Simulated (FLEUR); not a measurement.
# Cr (P6_3/mmc) in FLEUR: a series of runs

The runs below take Cr through band structure, equation of state, with r2SCAN.

Everything below comes from runs of FLEUR MaX-R8.1 (later development tree). Logs are shortened: lines on timing, memory, paths and dates and some standing lists are left out, and cuts for length are marked.

### 1 The structure

Symmetry: P6_3/mmc, No. 194, hexagonal system. Conventional cell: a = 2.714 Å, b = 2.714 Å, c = 4.410 Å, α = 90.00°, β = 90.00°, γ = 120.00°. Cr (site symmetry -6m2) has 12 Cr at 2.71 Å as nearest neighbours.

This isn't the form of Cr at room conditions, which is bcc.

### 2 Band structure, r2SCAN, collinear spin, ferromagnetic start

inp.xml reads:

```xml
<?xml version="1.0" encoding="UTF-8" standalone="no"?>
<fleurInput fleurInputVersion="0.39">
   <comment>
      Cr                                                                                                  
   </comment>
   <calculationSetup>
      <cutoffs Kmax="4.14" Gmax="12.8" GmaxXC="12.8" numbands="0"/>
      <scfLoop itmax="80" minDistance="0.0001" maxIterBroyd="30" imix="Anderson" alpha="0.05" precondParam="0.0" spinf="2.0" sdNocoIR="T"/>
      <coreElectrons ctail="F" frcor="F" kcrel="0" coretail_lmax="0"/>
      <xcFunctional name="LibXC" relativisticCorrections="F">
         <LibXCName exchange="mgga_x_r2scan" correlation="mgga_c_r2scan"/>
         <AuxGGA exchange="117" correlation="130"/>
      </xcFunctional>
      <magnetism jspins="2"/>
      <soc l_soc="F" theta="0.0" phi="0.0" spav="F"/>
      <expertModes spex="0" secvar="F"/>
      <geometryOptimization l_f="F" forcealpha="1.0" forcemix="BFGS" epsdisp="0.00001" epsforce="0.00001"/>
      <ldaU l_linMix="F" mixParam="0.05" spinf="1.0"/>
   </calculationSetup>
   <cell>
      <bzIntegration valenceElectrons="28.0" mode="hist" fermiSmearingEnergy="0.00183747">
         <kPointListSelection listName="default-1"/>
         <!-- k-points included here -->
         <xi:include xmlns:xi="http://www.w3.org/2001/XInclude" href="kpts.xml"> </xi:include>
      </bzIntegration>
      <!-- symmetry operations included here -->
      <xi:include xmlns:xi="http://www.w3.org/2001/XInclude" href="sym.xml"> </xi:include>
      <bulkLattice scale="1.0">
         <bravaisMatrix>
            <row-1>    5.1287167021643993     0.0000000000000000     0.0000000000000000</row-1>
            <row-2>   -2.5643583510821997     4.4415989529427842     0.0000000000000000</row-2>
            <row-3>    0.0000000000000000     0.0000000000000000     8.3336922094859993</row-3>
         </bravaisMatrix>
      </bulkLattice>
   </cell>
   <atomSpecies>
      <species name="Chromium (3.000" element="Cr" atomicNumber="24">
         <mtSphere radius="2.37" gridPoints="783" logIncrement="0.015"/>
         <atomicCutoffs lmax="9" lnonsphr="9"/>
         <electronConfig flipSpins="F">
            <coreConfig>(1s1/2) (2s1/2) (2p1/2) (2p3/2)</coreConfig>
            <valenceConfig>(3s1/2) (3p1/2) (3p3/2) (4s1/2) (3d3/2) (3d5/2)</valenceConfig>
            <stateOccupation state="(4s1/2)" spinUp="0.5" spinDown="0.5"/>
            <stateOccupation state="(3d3/2)" spinUp="1.0" spinDown="1.0"/>
            <stateOccupation state="(3d5/2)" spinUp="3.0" spinDown="0.0"/>
         </electronConfig>
         <energyParameters s="4" p="4" d="3" f="4"/>
         <lo type="SCLO" l="0" n="3" eDeriv="0"/>
         <lo type="SCLO" l="1" n="3" eDeriv="0"/>
         <lo type="SCLO" l="1" n="3" eDeriv="1"/>
         <lo type="SCLO" l="2" n="3" eDeriv="2"/>
         <lo type="SCLO" l="3" n="4" eDeriv="2"/>
      </species>
   </atomSpecies>
   <atomGroups>
      <atomGroup species="Chromium (3.000">
         <relPos label="                   1">-1.000/3.000 1.000/3.000 -1.000/4.000</relPos>
         <relPos label="                   2">1.000/3.000 -1.000/3.000 1.000/4.000</relPos>
         <force calculate="T" relaxXYZ="TTT"/>
      </atomGroup>
   </atomGroups>
   <output dos="F" band="F" slice="F">
      <checks vchk="F" cdinf="F"/>
      <bandDOS minEnergy="-.5*Htr" maxEnergy="0.5*Htr" sigma="0.015" storeEVData="T"/>
      <vacuumDOS vacdos="F" integ="F" star="F" nstars="0" locx1="0.0" locy1="0.0" locx2="0.0" locy2="0.0" nstm="0" tworkf="0.0"/>
      <unfoldingBand unfoldBand="F" supercellX="1" supercellY="1" supercellZ="1"/>
      <plotting iplot="0" polar="F">
         <plot TwoD="T" vec1="  1.0  0.0  0.0" vec2="  0.0  1.0  0.0" vec3="  0.0  0.0  1.0" zero="  0.0  0.0  0.0" file="plot"/>
      </plotting>
      <chargeDensitySlicing numkpt="0" minEigenval="0.0" maxEigenval="0.0" nnne="0" pallst="F"/>
      <specialOutput eonly="F"/>
      <moessbauerParams electricFieldGradient="T" isomerShift="T" coreHyperfine="T" valenceHyperfine="T"/>
      <magneticCircularDichroism mcd="F" energyLo="-10.0" energyUp="0.0"/>
   </output>
  <!-- We include the file relax.xml here to enable relaxations (see documentation) -->
  <xi:include xmlns:xi="http://www.w3.org/2001/XInclude" href="relax.xml"> <xi:fallback/> </xi:include>
</fleurInput>
```

crystal.txt reads:

```
Cr
&input cartesian=F /
2.7140000000  0.0000000000  0.0000000000
-1.3570000000  2.3503929459  0.0000000000
0.0000000000  0.0000000000  4.4100000000
1.8897261246
1.0 1.0 1.0

2
24 0.6666666666  0.3333333332  0.7500000000 : 3.000
24 0.3333333332  0.6666666666  0.2500000000 : 3.000

&kpt div1=11 div2=11 div3=6 gamma=T /
```

inp.xml (bands) reads:

```
<?xml version="1.0" encoding="UTF-8" standalone="no"?>
<fleurInput fleurInputVersion="0.39">
   <comment>
      Cr                                                                                                  
   </comment>
   <calculationSetup>
      <cutoffs Kmax="4.14" Gmax="12.8" GmaxXC="12.8" numbands="0"/>
      <scfLoop itmax="80" minDistance="0.0001" maxIterBroyd="30" imix="Anderson" alpha="0.05" precondParam="0.0" spinf="2.0" sdNocoIR="T"/>
      <coreElectrons ctail="F" frcor="F" kcrel="0" coretail_lmax="0"/>
      <xcFunctional name="LibXC" relativisticCorrections="F">
         <LibXCName exchange="mgga_x_r2scan" correlation="mgga_c_r2scan"/>
         <AuxGGA exchange="117" correlation="130"/>
      </xcFunctional>
      <magnetism jspins="2"/>
      <soc l_soc="F" theta="0.0" phi="0.0" spav="F"/>
      <expertModes spex="0" secvar="F"/>
      <geometryOptimization l_f="F" forcealpha="1.0" forcemix="BFGS" epsdisp="0.00001" epsforce="0.00001"/>
      <ldaU l_linMix="F" mixParam="0.05" spinf="1.0"/>
   </calculationSetup>
   <cell>
      <bzIntegration valenceElectrons="28.0" mode="hist" fermiSmearingEnergy="0.00183747">
         <kPointListSelection listName="path-1"/>
         <!-- k-points included here -->
         <xi:include xmlns:xi="http://www.w3.org/2001/XInclude" href="kpts.xml"> </xi:include>
      </bzIntegration>
      <!-- symmetry operations included here -->
      <xi:include xmlns:xi="http://www.w3.org/2001/XInclude" href="sym.xml"> </xi:include>
      <bulkLattice scale="1.0">
         <bravaisMatrix>
            <row-1>    5.1287167021643993     0.0000000000000000     0.0000000000000000</row-1>
            <row-2>   -2.5643583510821997     4.4415989529427842     0.0000000000000000</row-2>
            <row-3>    0.0000000000000000     0.0000000000000000     8.3336922094859993</row-3>
         </bravaisMatrix>
      </bulkLattice>
   </cell>
   <atomSpecies>
      <species name="Chromium (3.000" element="Cr" atomicNumber="24">
         <mtSphere radius="2.37" gridPoints="783" logIncrement="0.015"/>
         <atomicCutoffs lmax="9" lnonsphr="9"/>
         <electronConfig flipSpins="F">
            <coreConfig>(1s1/2) (2s1/2) (2p1/2) (2p3/2)</coreConfig>
            <valenceConfig>(3s1/2) (3p1/2) (3p3/2) (4s1/2) (3d3/2) (3d5/2)</valenceConfig>
            <stateOccupation state="(4s1/2)" spinUp="0.5" spinDown="0.5"/>
            <stateOccupation state="(3d3/2)" spinUp="1.0" spinDown="1.0"/>
            <stateOccupation state="(3d5/2)" spinUp="3.0" spinDown="0.0"/>
         </electronConfig>
         <energyParameters s="4" p="4" d="3" f="4"/>
         <lo type="SCLO" l="0" n="3" eDeriv="0"/>
         <lo type="SCLO" l="1" n="3" eDeriv="0"/>
         <lo type="SCLO" l="1" n="3" eDeriv="1"/>
         <lo type="SCLO" l="2" n="3" eDeriv="2"/>
         <lo type="SCLO" l="3" n="4" eDeriv="2"/>
      </species>
   </atomSpecies>
   <atomGroups>
      <atomGroup species="Chromium (3.000">
         <relPos label="                   1">-1.000/3.000 1.000/3.000 -1.000/4.000</relPos>
         <relPos label="                   2">1.000/3.000 -1.000/3.000 1.000/4.000</relPos>
         <force calculate="T" relaxXYZ="TTT"/>
      </atomGroup>
   </atomGroups>
   <output dos="F" band="T" slice="F">
      <checks vchk="F" cdinf="F"/>
      <bandDOS minEnergy="-.5*Htr" maxEnergy="0.5*Htr" sigma="0.015" storeEVData="T"/>
      <vacuumDOS vacdos="F" integ="F" star="F" nstars="0" locx1="0.0" locy1="0.0" locx2="0.0" locy2="0.0" nstm="0" tworkf="0.0"/>
      <unfoldingBand unfoldBand="F" supercellX="1" supercellY="1" supercellZ="1"/>
      <plotting iplot="0" polar="F">
         <plot TwoD="T" vec1="  1.0  0.0  0.0" vec2="  0.0  1.0  0.0" vec3="  0.0  0.0  1.0" zero="  0.0  0.0  0.0" file="plot"/>
      </plotting>
      <chargeDensitySlicing numkpt="0" minEigenval="0.0" maxEigenval="0.0" nnne="0" pallst="F"/>
      <specialOutput eonly="F"/>
      <moessbauerParams electricFieldGradient="T" isomerShift="T" coreHyperfine="T" valenceHyperfine="T"/>
      <magneticCircularDichroism mcd="F" energyLo="-10.0" energyUp="0.0"/>
   </output>
  <!-- We include the file relax.xml here to enable relaxations (see documentation) -->
  <xi:include xmlns:xi="http://www.w3.org/2001/XInclude" href="relax.xml"> <xi:fallback/> </xi:include>
</fleurInput>
```

Potentials or basis: all-electron, FLAPW.

Started as:

```
$ inpgen -f crystal.txt -profile fastHighL
$ # inp.xml edited to the form shown
$ fleur_MPI
$ fleur_MPI   # second run, on inp.xml (bands)
```

Standard output:

```text
Welcome to FLEUR        (www.flapw.de)
      MaX-Release 8.1          (www.max-centre.eu)
 func_ids         498         497         498         497
 MetaGGA potential functional detected - V_tau will be computed
 Auxiliary Potential for radial basis: exchange=         117  correlation=         130
The functional 'Re-regularized SCAN exchange by Furness et al' is an exchange functional, it belongs to the 'MGGA' family and is defined in the reference(s):
[1] J. W. Furness, A. D. Kaplan, J. Ning, J. P. Perdew, and J. Sun.,  J. Phys. Chem. Lett. 11, 8208-8215 (2020)
[2] J. W. Furness, A. D. Kaplan, J. Ning, J. P. Perdew, and J. Sun.,  J. Phys. Chem. Lett. 11, 9248-9248 (2020)
The functional 'Re-regularized SCAN correlation by Furness et al' is a correlation functional, it belongs to the 'MGGA' family and is defined in the reference(s):
[1] J. W. Furness, A. D. Kaplan, J. Ning, J. P. Perdew, and J. Sun.,  J. Phys. Chem. Lett. 11, 8208-8215 (2020)
[2] J. W. Furness, A. D. Kaplan, J. Ning, J. P. Perdew, and J. Sun.,  J. Phys. Chem. Lett. 11, 9248-9248 (2020)
 Using same functional for VXC and EXC

 ========== k-point set info ==========
 Selected k-point list: default-1
 k-point list type: mesh
 11 x 11 x 6
 Number of k points: 64

 ------------Calculation Setup---------------------------
 Number of MPI-tasks      :            1
 Number of PE/node        :            1
 Number of OMP-threads    :            1
 Most efficient MPI parallelization for:
           1           2           4           8          16          32          64
 Additional eigenvalue parallelization possible
 Number of basis functions:          315
 Approximate size of matrices (H+S) per k-point:         0.001 GB
 --------------------------------------------------------
The functional 'Hammer, Hansen, and Norskov' is an exchange functional, it belongs to the 'GGA' family and is defined in the reference(s):
[... 6 lines left out ...]
 Reset of history
 Reset of history
 Iteration:     1   Distance:      40.42326010 me/bohr^3
The functional 'Hammer, Hansen, and Norskov' is an exchange functional, it belongs to the 'GGA' family and is defined in the reference(s):
[1] B. Hammer, L. B. Hansen, and J. K. Nørskov.,  Phys. Rev. B 59, 7413 (1999)
The functional 'Perdew, Burke & Ernzerhof' is a correlation functional, it belongs to the 'GGA' family and is defined in the reference(s):
[1] J. P. Perdew, K. Burke, and M. Ernzerhof.,  Phys. Rev. Lett. 77, 3865 (1996)
[2] J. P. Perdew, K. Burke, and M. Ernzerhof.,  Phys. Rev. Lett. 78, 1396 (1997)
 Using same functional for VXC and EXC
 Iteration:     2   Distance:      34.57722459 me/bohr^3
The functional 'Hammer, Hansen, and Norskov' is an exchange functional, it belongs to the 'GGA' family and is defined in the reference(s):
[1] B. Hammer, L. B. Hansen, and J. K. Nørskov.,  Phys. Rev. B 59, 7413 (1999)
The functional 'Perdew, Burke & Ernzerhof' is a correlation functional, it belongs to the 'GGA' family and is defined in the reference(s):
[1] J. P. Perdew, K. Burke, and M. Ernzerhof.,  Phys. Rev. Lett. 77, 3865 (1996)
[2] J. P. Perdew, K. Burke, and M. Ernzerhof.,  Phys. Rev. Lett. 78, 1396 (1997)
 Using same functional for VXC and EXC
 Iteration:     3   Distance:      31.34049019 me/bohr^3
The functional 'Hammer, Hansen, and Norskov' is an exchange functional, it belongs to the 'GGA' family and is defined in the reference(s):
[1] B. Hammer, L. B. Hansen, and J. K. Nørskov.,  Phys. Rev. B 59, 7413 (1999)
The functional 'Perdew, Burke & Ernzerhof' is a correlation functional, it belongs to the 'GGA' family and is defined in the reference(s):
[1] J. P. Perdew, K. Burke, and M. Ernzerhof.,  Phys. Rev. Lett. 77, 3865 (1996)
[2] J. P. Perdew, K. Burke, and M. Ernzerhof.,  Phys. Rev. Lett. 78, 1396 (1997)
 Using same functional for VXC and EXC
 Iteration:     4   Distance:      16.80860770 me/bohr^3
The functional 'Hammer, Hansen, and Norskov' is an exchange functional, it belongs to the 'GGA' family and is defined in the reference(s):
[1] B. Hammer, L. B. Hansen, and J. K. Nørskov.,  Phys. Rev. B 59, 7413 (1999)
The functional 'Perdew, Burke & Ernzerhof' is a correlation functional, it belongs to the 'GGA' family and is defined in the reference(s):
[1] J. P. Perdew, K. Burke, and M. Ernzerhof.,  Phys. Rev. Lett. 77, 3865 (1996)
[2] J. P. Perdew, K. Burke, and M. Ernzerhof.,  Phys. Rev. Lett. 78, 1396 (1997)
 Using same functional for VXC and EXC
 Iteration:     5   Distance:      14.48043024 me/bohr^3
The functional 'Hammer, Hansen, and Norskov' is an exchange functional, it belongs to the 'GGA' family and is defined in the reference(s):
[... 95 lines left out ...]
 Using same functional for VXC and EXC
 Iteration:    19   Distance:       0.00135160 me/bohr^3
The functional 'Hammer, Hansen, and Norskov' is an exchange functional, it belongs to the 'GGA' family and is defined in the reference(s):
[1] B. Hammer, L. B. Hansen, and J. K. Nørskov.,  Phys. Rev. B 59, 7413 (1999)
The functional 'Perdew, Burke & Ernzerhof' is a correlation functional, it belongs to the 'GGA' family and is defined in the reference(s):
[1] J. P. Perdew, K. Burke, and M. Ernzerhof.,  Phys. Rev. Lett. 77, 3865 (1996)
[2] J. P. Perdew, K. Burke, and M. Ernzerhof.,  Phys. Rev. Lett. 78, 1396 (1997)
 Using same functional for VXC and EXC
 Iteration:    20   Distance:       0.00039447 me/bohr^3
The functional 'Hammer, Hansen, and Norskov' is an exchange functional, it belongs to the 'GGA' family and is defined in the reference(s):
[1] B. Hammer, L. B. Hansen, and J. K. Nørskov.,  Phys. Rev. B 59, 7413 (1999)
The functional 'Perdew, Burke & Ernzerhof' is a correlation functional, it belongs to the 'GGA' family and is defined in the reference(s):
[1] J. P. Perdew, K. Burke, and M. Ernzerhof.,  Phys. Rev. Lett. 77, 3865 (1996)
[2] J. P. Perdew, K. Burke, and M. Ernzerhof.,  Phys. Rev. Lett. 78, 1396 (1997)
 Using same functional for VXC and EXC
 Iteration:    21   Distance:       0.00015990 me/bohr^3
The functional 'Hammer, Hansen, and Norskov' is an exchange functional, it belongs to the 'GGA' family and is defined in the reference(s):
[1] B. Hammer, L. B. Hansen, and J. K. Nørskov.,  Phys. Rev. B 59, 7413 (1999)
The functional 'Perdew, Burke & Ernzerhof' is a correlation functional, it belongs to the 'GGA' family and is defined in the reference(s):
[1] J. P. Perdew, K. Burke, and M. Ernzerhof.,  Phys. Rev. Lett. 77, 3865 (1996)
[2] J. P. Perdew, K. Burke, and M. Ernzerhof.,  Phys. Rev. Lett. 78, 1396 (1997)
 Using same functional for VXC and EXC
 Iteration:    22   Distance:       0.00009860 me/bohr^3

 ********************************************************************
 Run finished successfully
 Stop message:
   all done
 ********************************************************************
```

Run time: 83 s. Hardware: 1 thread of Arm Neoverse V2, shared host; peak memory 0.13 GiB.

What came out:

```
Free energy                                           : -57198.4240 eV
Band gap along the path                               : none (metal or under the smearing width)
Net moment                                            : 4.11 μB per cell
Site moments                                          : Cr +1.98 μB
Valence electrons inside the program's atomic spheres : Cr 12.66 (radii Cr 2.37 bohr)
```

Levels at the corners of the path, in eV from the Fermi level:
Spin up:
```csv
point,band 12,band 13,band 14,band 15,band 16,band 17,band 18,band 19,band 20,band 21
Γ,-1.39,-1.39,-1.02,-1.02,-0.74,-0.74,-0.04,0.54,0.54,6.93
M,-1.75,-1.70,-1.55,-0.99,0.81,0.88,1.05,2.38,4.06,9.05
K,-2.83,-1.90,-1.90,-0.76,0.54,0.60,0.60,4.94,5.66,5.66
Γ,-1.39,-1.39,-1.02,-1.02,-0.74,-0.74,-0.04,0.54,0.54,6.93
A,-1.87,-1.48,-1.48,-1.48,-1.48,0.21,0.21,0.21,0.21,13.79
L,-2.79,-0.61,-0.61,0.09,0.09,0.98,0.98,1.99,1.99,7.62
H,-2.89,-1.90,-1.90,-0.70,-0.70,0.75,0.75,5.93,5.93,7.44
A,-1.87,-1.48,-1.48,-1.48,-1.48,0.21,0.21,0.21,0.21,13.79
L,-2.79,-0.61,-0.61,0.09,0.09,0.98,0.98,1.99,1.99,7.62
M,-1.75,-1.70,-1.55,-0.99,0.81,0.88,1.05,2.38,4.06,9.05
K,-2.83,-1.90,-1.90,-0.76,0.54,0.60,0.60,4.94,5.66,5.66
H,-2.89,-1.90,-1.90,-0.70,-0.70,0.75,0.75,5.93,5.93,7.44
```
Spin down:
```
point  band 8  band 9  band 10  band 11  band 12  band 13  band 14  band 15  band 16  band 17
    Γ  -42.79   -7.56    -2.99     0.19     0.82     0.95     0.95     1.40     1.40     2.09
    M  -42.86   -2.67    -2.24    -1.89    -0.95     0.75     0.94     1.21     3.47     3.65
    K  -42.99   -1.64    -1.64    -1.56    -1.41     0.44     0.44     1.67     2.99     2.99
    Γ  -42.79   -7.56    -2.99     0.19     0.82     0.95     0.95     1.40     1.40     2.09
    A  -42.83   -5.43    -5.43    -0.03    -0.03     0.92     0.92     0.92     0.92     3.05
    L  -42.92   -2.68    -2.68    -0.93    -0.93     1.33     1.33     2.12     2.12     3.58
    H  -42.88   -1.28    -1.28    -0.92    -0.92    -0.49    -0.49     1.93     1.93     3.24
    A  -42.83   -5.43    -5.43    -0.03    -0.03     0.92     0.92     0.92     0.92     3.05
    L  -42.92   -2.68    -2.68    -0.93    -0.93     1.33     1.33     2.12     2.12     3.58
    M  -42.86   -2.67    -2.24    -1.89    -0.95     0.75     0.94     1.21     3.47     3.65
    K  -42.99   -1.64    -1.64    -1.56    -1.41     0.44     0.44     1.67     2.99     2.99
    H  -42.88   -1.28    -1.28    -0.92    -0.92    -0.49    -0.49     1.93     1.93     3.24
```

Core levels (eV from the Fermi level):
| atom | levels |
| --- | --- |
| 1 Cr | 1s1/2 -5878.3, 2s1/2 -665.8, 2p1/2 -564.8, 2p3/2 -556.1 |
| 2 Cr | 1s1/2 -5878.3, 2s1/2 -665.8, 2p1/2 -564.8, 2p3/2 -556.1 |

Caveat: the meta-GGA is that of a development version, with a GGA for the radial functions and cores and without core tails.

(Part 1 of 2 ends here.)
